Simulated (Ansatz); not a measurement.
Si:

```
CELL_PARAMETERS angstrom
0.00000 2.65990 4.64324
2.42227 0.00000 4.64324
2.42227 2.65990 0.00000
ATOMIC_POSITIONS crystal
Si 0.22023 0.22023 0.77977
Si 0.77977 0.77977 0.22023
Si 0.27261 0.72739 0.27261
Si 0.72739 0.27261 0.72739
```

This isn't the form of Si at room conditions, which is diamond.

Base run:

- Program: Ansatz 0.2.0
- Functional: HSE06
- Potentials or basis: Ansatz PAW
- Cutoff: 420 eV (not typed: the program's choice for these potentials)
- k mesh: 6 × 6 × 6
- Occupations: fermi-dirac, width 0.05 eV
- Spin: no spin polarisation

Its results: band gap on the k mesh none (metal or under the smearing width); pressure 1.4 GPa; largest force 0.039 eV/Å.

Q: The run is repeated on the same cell with these changes: functional from HSE06 to PBE0. What comes out?

A: Band gap on the k mesh none (metal or under the smearing width); pressure 1.0 GPa; largest force 0.068 eV/Å.

Caveats: the PAW data sets come from PBE, with cores solved anew for the run's functional, which leaves a small shift of forces and pressure; the thresholds are loose for stress.
